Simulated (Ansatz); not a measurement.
## MnS in Ansatz: the effect of starting spin order

MnS:

```
CELL_PARAMETERS angstrom
0.00000 2.60450 2.60450
2.60450 0.00000 2.60450
2.60450 2.60450 0.00000
ATOMIC_POSITIONS crystal
Mn 0.00000 0.00000 0.00000
S 0.50000 0.50000 0.50000
```

Alike in all runs:

| Quantity | Value |
| --- | --- |
| Program | Ansatz 0.2.0 |
| Task | single point |
| Functional | PBE |
| Potentials or basis | Ansatz PAW |
| Cutoff | 420 eV (not typed: the program's choice for these potentials) |
| k mesh | 9 × 9 × 9 |
| Occupations | fermi-dirac, width 0.05 eV |

Task: One run gave: energy over the lowest run 1087.8 meV/atom; pressure -23.3 GPa; final net moment 0.00 μB; final largest site moment 0.00 μB. Which starting spin order did it use?
A. random
B. fm
C. spin off

Result: C.

```csv
starting spin order,spin,starting moments,energy over the lowest run (meV/atom),pressure (GPa),final net moment (μB),final largest site moment (μB)
spin off,no spin polarisation,-,1087.8,-23.3,0.00,0.00
fm,"collinear spin, ferromagnetic start","[4.0, 0.0] μB",0.0,-2.9,4.71,4.21
random,"collinear spin, random start","[0.92, 0.0] μB",0.0,-2.9,4.71,4.21
```

Caveats: a cell with one magnetic atom can't hold antiferromagnetic order, which such compounds often take (some runs).
